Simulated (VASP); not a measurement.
Level of theory: r2SCAN meta-GGA, VASP's PBE PAW potentials (set 64) (plane waves; VASP).

A VASP calculation is set up with these files.

KPOINTS:
```
Regular mesh
0
G
6 6 9
0 0 0
```

POSCAR:
```
RuO2
1
    4.4695091028    -0.0000000000     0.0000000000
    0.0000000000     4.4695091028     0.0000000000
    0.0000000000     0.0000000000     3.0914000439
Ru O
2 4
Direct
  0.0000000000   0.0000000000   0.0000000000
  0.5000000000   0.5000000000   0.5000000000
  0.3061413838   0.3061413838   0.0000000000
  0.8061413838   0.1938586162   0.5000000000
  0.1938586162   0.8061413838   0.5000000000
  0.6938586162   0.6938586162   0.0000000000
```

INCAR:
```
SYSTEM = RuO2
PREC = Accurate; ENCUT = 520; LREAL = .FALSE.
LASPH = .TRUE.
EDIFF = 1E-6; NELM = 100; ALGO = Normal
LMAXMIX = 4; LMIXTAU = .TRUE.
ISMEAR = 1; SIGMA = 0.1
METAGGA = R2SCAN
IBRION = 2; NSW = 60; ISIF = 3
EDIFFG = -0.02
LWAVE = .FALSE.; LCHARG = .FALSE.
```

POTCAR, in this order: Ru_pv O (PBE.64 set). Program: vasp_std.

What VASP printed:

OSZICAR:
```
       N       E                     dE             d eps       ncg     rms          rms(c)
DAV:   1     0.526824800199E+03    0.52682E+03   -0.31757E+04  3100   0.179E+03
DAV:   2    -0.721668353809E+02   -0.59899E+03   -0.58267E+03  3528   0.512E+02
DAV:   3    -0.108288736193E+03   -0.36122E+02   -0.35675E+02  3506   0.127E+02
DAV:   4    -0.108978315684E+03   -0.68958E+00   -0.68604E+00  3691   0.171E+01
DAV:   5    -0.108993629884E+03   -0.15314E-01   -0.15313E-01  3713   0.231E+00    0.545E+01
DAV:   6    -0.854105154958E+02    0.23583E+02   -0.58037E+01  3170   0.638E+01    0.167E+01
DAV:   7    -0.815623049253E+02    0.38482E+01   -0.90236E+00  3249   0.287E+01    0.150E+01
DAV:   8    -0.817145755235E+02   -0.15227E+00   -0.12148E+00  3738   0.872E+00    0.113E+00
DAV:   9    -0.818629366859E+02   -0.14836E+00   -0.19840E-01  3226   0.386E+00    0.663E-01
DAV:  10    -0.819020486799E+02   -0.39112E-01   -0.11537E-01  3247   0.299E+00    0.402E-01
DAV:  11    -0.818986582929E+02    0.33904E-02   -0.55056E-02  3177   0.239E+00    0.241E-01
DAV:  12    -0.818996339688E+02   -0.97568E-03   -0.64976E-03  3401   0.742E-01    0.180E-01
DAV:  13    -0.819024186246E+02   -0.27847E-02   -0.16878E-03  3352   0.383E-01    0.220E-02
DAV:  14    -0.819022820221E+02    0.13660E-03   -0.23839E-04  3812   0.131E-01    0.275E-02
DAV:  15    -0.819025078528E+02   -0.22583E-03   -0.93552E-05  3373   0.885E-02    0.120E-02
DAV:  16    -0.819025188084E+02   -0.10956E-04   -0.12658E-05  3631   0.280E-02    0.606E-03
DAV:  17    -0.819025201637E+02   -0.13553E-05   -0.74759E-06  3275   0.221E-02    0.246E-03
DAV:  18    -0.819025209118E+02   -0.74802E-06   -0.47008E-07  1760   0.648E-03
   1 F= -.81902521E+02 E0= -.81901700E+02  d E =-.819025E+02
       N       E                     dE             d eps       ncg     rms          rms(c)
DAV:   1    -0.826062566556E+02   -0.70374E+00   -0.22280E+01  3100   0.430E+01    0.845E+00
DAV:   2    -0.819794384514E+02    0.62682E+00   -0.21328E+00  3100   0.144E+01    0.327E+00
DAV:   3    -0.818902698921E+02    0.89169E-01   -0.36543E-01  3569   0.410E+00    0.228E+00
DAV:   4    -0.818729573233E+02    0.17313E-01   -0.85623E-02  3177   0.270E+00    0.774E-01
DAV:   5    -0.818726335677E+02    0.32376E-03   -0.82119E-03  3864   0.797E-01    0.314E-01
DAV:   6    -0.818724188598E+02    0.21471E-03   -0.74439E-03  3128   0.849E-01    0.142E-01
DAV:   7    -0.818754317080E+02   -0.30128E-02   -0.31226E-03  3142   0.533E-01    0.752E-02
DAV:   8    -0.818758954952E+02   -0.46379E-03   -0.49684E-04  3317   0.200E-01    0.297E-02
DAV:   9    -0.818759991877E+02   -0.10369E-03   -0.87441E-05  3513   0.800E-02    0.126E-02
DAV:  10    -0.818760191018E+02   -0.19914E-04   -0.36322E-05  3319   0.544E-02    0.399E-03
DAV:  11    -0.818760234591E+02   -0.43572E-05   -0.55897E-06  3404   0.209E-02    0.231E-03
DAV:  12    -0.818760253006E+02   -0.18415E-05   -0.15498E-06  1766   0.136E-02    0.167E-03
DAV:  13    -0.818760251101E+02    0.19046E-06   -0.25388E-07  1585   0.451E-03
   2 F= -.81876025E+02 E0= -.81875418E+02  d E =0.264958E-01
       N       E                     dE             d eps       ncg     rms          rms(c)
DAV:   1    -0.822081882555E+02   -0.33216E+00   -0.88810E+00  3100   0.268E+01    0.572E+00
DAV:   2    -0.819476614432E+02    0.26053E+00   -0.77355E-01  3100   0.822E+00    0.175E+00
DAV:   3    -0.819202050976E+02    0.27456E-01   -0.13201E-01  3555   0.230E+00    0.109E+00
DAV:   4    -0.819149177721E+02    0.52873E-02   -0.23484E-02  3184   0.148E+00    0.424E-01
DAV:   5    -0.819144078019E+02    0.50997E-03   -0.33053E-03  3872   0.486E-01    0.107E-01
DAV:   6    -0.819149062786E+02   -0.49848E-03   -0.25934E-03  3114   0.491E-01    0.772E-02
DAV:   7    -0.819161491680E+02   -0.12429E-02   -0.61193E-04  3128   0.231E-01    0.325E-02
DAV:   8    -0.819161417109E+02    0.74570E-05   -0.33542E-05  4266   0.417E-02    0.196E-02
DAV:   9    -0.819161045379E+02    0.37173E-04   -0.19149E-05  3191   0.400E-02    0.178E-02
DAV:  10    -0.819161533684E+02   -0.48830E-04   -0.29720E-05  3142   0.530E-02    0.148E-03
DAV:  11    -0.819161539625E+02   -0.59413E-06   -0.75220E-07  1606   0.824E-03
   3 F= -.81916154E+02 E0= -.81915351E+02  d E =-.136331E-01
       N       E                     dE             d eps       ncg     rms          rms(c)
DAV:   1    -0.819161908140E+02   -0.37446E-04   -0.11678E-03  3114   0.310E-01    0.659E-02
DAV:   2    -0.819161565253E+02    0.34289E-04   -0.10298E-04  3114   0.975E-02    0.216E-02
DAV:   3    -0.819161533986E+02    0.31266E-05   -0.18060E-05  3590   0.275E-02    0.145E-02
DAV:   4    -0.819161530465E+02    0.35212E-06   -0.35903E-06  2721   0.182E-02
   4 F= -.81916153E+02 E0= -.81915349E+02  d E =-.136321E-01
       N       E                     dE             d eps       ncg     rms          rms(c)
DAV:   1    -0.819176220953E+02   -0.14687E-02   -0.18291E-01  3107   0.313E+00    0.384E-01
DAV:   2    -0.819165918851E+02    0.10302E-02   -0.70598E-03  3562   0.680E-01    0.153E-01
DAV:   3    -0.819164477708E+02    0.14411E-03   -0.67269E-04  3666   0.186E-01    0.815E-02
DAV:   4    -0.819164275086E+02    0.20262E-04   -0.18020E-04  3466   0.116E-01    0.408E-02
DAV:   5    -0.819164313534E+02   -0.38448E-05   -0.20700E-05  3946   0.380E-02    0.179E-02
DAV:   6    -0.819164302533E+02    0.11001E-05   -0.15614E-05  3296   0.349E-02    0.640E-03
DAV:   7    -0.819164357662E+02   -0.55129E-05   -0.85301E-06  3191   0.279E-02    0.462E-03
DAV:   8    -0.819164378598E+02   -0.20936E-05   -0.90515E-07  1655   0.892E-03    0.247E-03
DAV:   9    -0.819164377137E+02    0.14606E-06   -0.11331E-07  1606   0.263E-03
   5 F= -.81916438E+02 E0= -.81915713E+02  d E =-.284667E-03
```

**OUTCAR**
```
------------------------ aborting loop because EDIFF is reached ----------------------------------------
  FORCE on cell =-STRESS in cart. coord.  units (eV):
  Direction    XX          YY          ZZ          XY          YZ          ZX
  --------------------------------------------------------------------------------------
  Total        0.0656845      0.0656845      0.0084140      0.0000000      0.0000000      0.0000000
  in kB        1.6830678      1.6830678      0.2155974      0.0000000      0.0000000      0.0000000
  external PRESSURE =       1.1939110 kB  Pullay stress =       0.0000000 kB
  volume of cell :       62.53
      direct lattice vectors                 reciprocal lattice vectors
     4.480606482 -0.000000000  0.000000000     0.223184072  0.000000000  0.000000000
    -0.000000000  4.480606482  0.000000000     0.000000000  0.223184072  0.000000000
     0.000000000  0.000000000  3.114569971     0.000000000  0.000000000  0.321071612
 POSITION                                       TOTAL-FORCE (eV/Angst)
 -----------------------------------------------------------------------------------
      4.48061     -0.00000      0.00000        -0.000000      0.000000      0.000000
      2.24030      2.24030      1.55728        -0.000000      0.000000      0.000000
      1.36789      1.36789      3.11457         0.005837      0.005837      0.000000
      3.60819      0.87242      1.55728         0.005837     -0.005837     -0.000000
      0.87242      3.60819      1.55728        -0.005837      0.005837      0.000000
      3.11272      3.11272      0.00000        -0.005837     -0.005837     -0.000000
 -----------------------------------------------------------------------------------
    total drift:                                0.000000      0.000000     -0.000000
  FREE ENERGIE OF THE ION-ELECTRON SYSTEM (eV)
  ---------------------------------------------------
  free  energy   TOTEN  =       -81.9164377137 eV

  energy  without entropy=      -81.9142649367  energy(sigma->0) =      -81.91571345

 reached required accuracy - stopping structural energy minimisation
```
(Selected blocks of OUTCAR.)

CONTCAR:
```
RuO2
   1.00000000000000
     4.4806064819511127   -0.0000000000000000    0.0000000000000000
    -0.0000000000000000    4.4806064819511127    0.0000000000000000
     0.0000000000000000    0.0000000000000000    3.1145699709236485
  Ru              O
     2     4
Direct
     1.0000000000000000    0.0000000000000000    0.0000000000000000
     0.5000000000000000    0.5000000000000000    0.5000000000000000
     0.3052907399154416    0.3052907399154416    1.0000000000000000
     0.8052907399154415    0.1947092600845585    0.5000000000000000
     0.1947092600845585    0.8052907399154415    0.5000000000000000
     0.6947092600845585    0.6947092600845585    0.0000000000000000
```

The compound is RuO2 in the rutile structure. This run relaxes it. Symmetry was kept, so distortions that lower it aren't found. The start is the result of an earlier pass.
